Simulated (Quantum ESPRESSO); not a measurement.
A calculation with Quantum ESPRESSO 7.5 of Hf (native input, structure typed inline):

Contents of pw.in:

```
&CONTROL
  calculation = 'scf'
  prefix = 'pwscf'
  outdir = './tmp'
  pseudo_dir = './pseudo'
  tprnfor = .true.
  tstress = .true.
  disk_io = 'low'
/
&SYSTEM
  ibrav = 0
  celldm(1) = 8
  nat = 2
  ntyp = 1
  ecutwfc = 45
  ecutrho = 360
  nbnd = 19
  occupations = 'smearing'
  smearing = 'fd'
  degauss = 0.00367493
/
&ELECTRONS
  conv_thr = 4d-10
  electron_maxstep = 120
  mixing_beta = 0.5
/
ATOMIC_SPECIES
Hf   178.4900 hf_pbesol_v1.uspp.F.UPF
CELL_PARAMETERS alat
  0.7551109378239   0.0000000000000   0.0000000000000
 -0.3775554689119   0.6539452548363   0.0000000000000
  0.0000000000000   0.0000000000000   1.1947320991415
ATOMIC_POSITIONS crystal
Hf     0.6666666667    0.3333333333    0.7500000000
Hf     0.3333333333    0.6666666667    0.2500000000
K_POINTS automatic
10 10 5 0 0 0
```

The input pp_density.in:

```
&INPUTPP
  prefix = 'pwscf'
  outdir = './tmp'
  filplot = 'density.dat'
  plot_num = 0
/
&PLOT
  nfile = 1
  filepp(1) = 'density.dat'
  iflag = 3
  output_format = 6
  fileout = 'density.cube'
/
```

The input pp_potential.in:

```
&INPUTPP
  prefix = 'pwscf'
  outdir = './tmp'
  filplot = 'potential.dat'
  plot_num = 11
/
&PLOT
  nfile = 1
  filepp(1) = 'potential.dat'
  iflag = 3
  output_format = 6
  fileout = 'potential.cube'
/
```

Potentials or basis: GBRV 1.5 PBEsol.

Run with:

```bash
$ OMP_NUM_THREADS=1 mpirun -n 2 pw.x -nk 2 -in pw.in > pw.out
$ OMP_NUM_THREADS=1 mpirun -n 1 pp.x -in pp_density.in > pp_density.out
$ OMP_NUM_THREADS=1 mpirun -n 1 pp.x -in pp_potential.in > pp_potential.out
```

**Question.** Write the same calculation in another form: ASE script, Cartesian positions.

**Answer.** As run:

run.py

```python
import numpy as np
from ase.calculators.espresso import Espresso, EspressoProfile
from ase.io import read

atoms = read('Hf.xyz')

input_data = {
    'control': {'calculation': 'scf', 'prefix': 'pwscf', 'outdir': './tmp', 'tprnfor': True, 'tstress': True, 'disk_io': 'nowf'},
    'system': {'ecutwfc': 45.0, 'ecutrho': 360.0, 'nbnd': 19, 'occupations': 'smearing', 'smearing': 'fd', 'degauss': 0.00367493},
    'electrons': {'conv_thr': 4e-10, 'electron_maxstep': 120, 'mixing_beta': 0.5},
}
pseudopotentials = {'Hf': 'hf_pbesol_v1.uspp.F.UPF'}
profile = EspressoProfile(command='mpirun -n 2 pw.x -nk 2', pseudo_dir='pseudo')
dft = Espresso(profile=profile, input_data=input_data, pseudopotentials=pseudopotentials, kpts=(10, 10, 5), koffset=(0, 0, 0))
atoms.calc = dft

print(f'energy {atoms.get_potential_energy():.8f} eV')
print('forces (eV/A)')
print(np.round(atoms.get_forces(), 6))
print('stress (eV/A^3, Voigt)')
print(np.round(atoms.get_stress(), 8))
print(f'Fermi level {dft.get_fermi_level():.4f} eV')
```

Contents of Hf.xyz:

```xyz
2
Lattice="3.1967000000 0.0000000000 0.0000000000 -1.5983500000 2.7684234083 0.0000000000 0.0000000000 0.0000000000 5.0578000000" Properties=species:S:1:pos:R:3 pbc="T T T"
Hf     1.5983500002      0.9228078027      3.7933500000
Hf    -0.0000000002      1.8456156056      1.2644500000
```

Potentials or basis: GBRV 1.5 PBEsol.

The run is started by

```bash
$ OMP_NUM_THREADS=1 python run.py
```

Both were run:

|  | native input, structure typed inline | ASE script, Cartesian positions |
| --- | --- | --- |
| Pressure | -3.9 GPa | -3.9 GPa |
| Band gap on the k mesh | none (metal or under the smearing width) | none (metal or under the smearing width) |

Keys that steer only the numerical path or the files written may differ.
